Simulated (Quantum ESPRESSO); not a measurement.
A run of Quantum ESPRESSO 7.5 is set up as follows.

Contents of pw.in:

```
&CONTROL
  calculation = 'scf'
  prefix = 'pwscf'
  outdir = './tmp'
  pseudo_dir = './pseudo'
  tprnfor = .true.
  tstress = .true.
  disk_io = 'low'
/
&SYSTEM
  ibrav = 0
  celldm(1) = 8
  nat = 2
  ntyp = 1
  ecutwfc = 84
  nbnd = 24
  occupations = 'smearing'
  smearing = 'fd'
  degauss = 0.00367493
/
&ELECTRONS
  conv_thr = 4d-10
  electron_maxstep = 120
  mixing_beta = 0.5
/
ATOMIC_SPECIES
Ru   101.0700 Ru.upf
CELL_PARAMETERS alat
  0.6391526185016   0.0000000000000   0.0000000000000
 -0.3195763092508   0.5535224045272   0.0000000000000
  0.0000000000000   0.0000000000000   1.0114522866294
ATOMIC_POSITIONS crystal
Ru     0.6666666667    0.3333333333    0.7500000000
Ru     0.3333333333    0.6666666667    0.2500000000
K_POINTS automatic
11 11 6 0 0 0
```

The input bands.in:

```
&CONTROL
  calculation = 'bands'
  prefix = 'pwscf'
  outdir = './tmp'
  pseudo_dir = './pseudo'
  disk_io = 'low'
  verbosity = 'high'
/
&SYSTEM
  ibrav = 0
  celldm(1) = 8
  nat = 2
  ntyp = 1
  ecutwfc = 84
  nbnd = 24
  occupations = 'smearing'
  smearing = 'fd'
  degauss = 0.00367493
/
&ELECTRONS
  conv_thr = 1d-08
  electron_maxstep = 120
  mixing_beta = 0.5
  diago_full_acc = .true.
  startingwfc = 'random'
/
ATOMIC_SPECIES
Ru   101.0700 Ru.upf
CELL_PARAMETERS alat
  0.6391526185016   0.0000000000000   0.0000000000000
 -0.3195763092508   0.5535224045272   0.0000000000000
  0.0000000000000   0.0000000000000   1.0114522866294
ATOMIC_POSITIONS crystal
Ru     0.6666666667    0.3333333333    0.7500000000
Ru     0.3333333333    0.6666666667    0.2500000000
K_POINTS crystal
60
 0.0000000000  0.0000000000  0.0000000000 1
 0.0714285714  0.0000000000  0.0000000000 1
 0.1428571429  0.0000000000  0.0000000000 1
 0.2142857143  0.0000000000  0.0000000000 1
 0.2857142857  0.0000000000  0.0000000000 1
 0.3571428571  0.0000000000  0.0000000000 1
 0.4285714286  0.0000000000  0.0000000000 1
 0.5000000000  0.0000000000  0.0000000000 1
 0.4583333333  0.0833333333  0.0000000000 1
 0.4166666667  0.1666666667  0.0000000000 1
 0.3750000000  0.2500000000  0.0000000000 1
 0.3333333333  0.3333333333  0.0000000000 1
 0.2962962963  0.2962962963  0.0000000000 1
 0.2592592593  0.2592592593  0.0000000000 1
 0.2222222222  0.2222222222  0.0000000000 1
 0.1851851852  0.1851851852  0.0000000000 1
 0.1481481481  0.1481481481  0.0000000000 1
 0.1111111111  0.1111111111  0.0000000000 1
 0.0740740741  0.0740740741  0.0000000000 1
 0.0370370370  0.0370370370  0.0000000000 1
 0.0000000000  0.0000000000  0.0000000000 1
 0.0000000000  0.0000000000  0.1250000000 1
 0.0000000000  0.0000000000  0.2500000000 1
 0.0000000000  0.0000000000  0.3750000000 1
 0.0000000000  0.0000000000  0.5000000000 1
 0.0625000000  0.0000000000  0.5000000000 1
 0.1250000000  0.0000000000  0.5000000000 1
 0.1875000000  0.0000000000  0.5000000000 1
 0.2500000000  0.0000000000  0.5000000000 1
 0.3125000000  0.0000000000  0.5000000000 1
 0.3750000000  0.0000000000  0.5000000000 1
 0.4375000000  0.0000000000  0.5000000000 1
 0.5000000000  0.0000000000  0.5000000000 1
 0.4666666667  0.0666666667  0.5000000000 1
 0.4333333333  0.1333333333  0.5000000000 1
 0.4000000000  0.2000000000  0.5000000000 1
 0.3666666667  0.2666666667  0.5000000000 1
 0.3333333333  0.3333333333  0.5000000000 1
 0.3030303030  0.3030303030  0.5000000000 1
 0.2727272727  0.2727272727  0.5000000000 1
 0.2424242424  0.2424242424  0.5000000000 1
 0.2121212121  0.2121212121  0.5000000000 1
 0.1818181818  0.1818181818  0.5000000000 1
 0.1515151515  0.1515151515  0.5000000000 1
 0.1212121212  0.1212121212  0.5000000000 1
 0.0909090909  0.0909090909  0.5000000000 1
 0.0606060606  0.0606060606  0.5000000000 1
 0.0303030303  0.0303030303  0.5000000000 1
 0.0000000000  0.0000000000  0.5000000000 1
 0.5000000000  0.0000000000  0.5000000000 1
 0.5000000000  0.0000000000  0.4000000000 1
 0.5000000000  0.0000000000  0.3000000000 1
 0.5000000000  0.0000000000  0.2000000000 1
 0.5000000000  0.0000000000  0.1000000000 1
 0.5000000000  0.0000000000  0.0000000000 1
 0.3333333333  0.3333333333  0.0000000000 1
 0.3333333333  0.3333333333  0.1250000000 1
 0.3333333333  0.3333333333  0.2500000000 1
 0.3333333333  0.3333333333  0.3750000000 1
 0.3333333333  0.3333333333  0.5000000000 1
```

Potentials or basis: PseudoDojo 0.4.1 SR PBEsol standard.

Launch:

```console
$ OMP_NUM_THREADS=1 pw.x -in pw.in > pw.out
$ OMP_NUM_THREADS=1 pw.x -in bands.in > bands.out
```

(1) Predict the pressure.

(2) Estimate the band gap on the k mesh.

Results:

(1) -5.6 GPa.

(2) none (metal or under the smearing width).
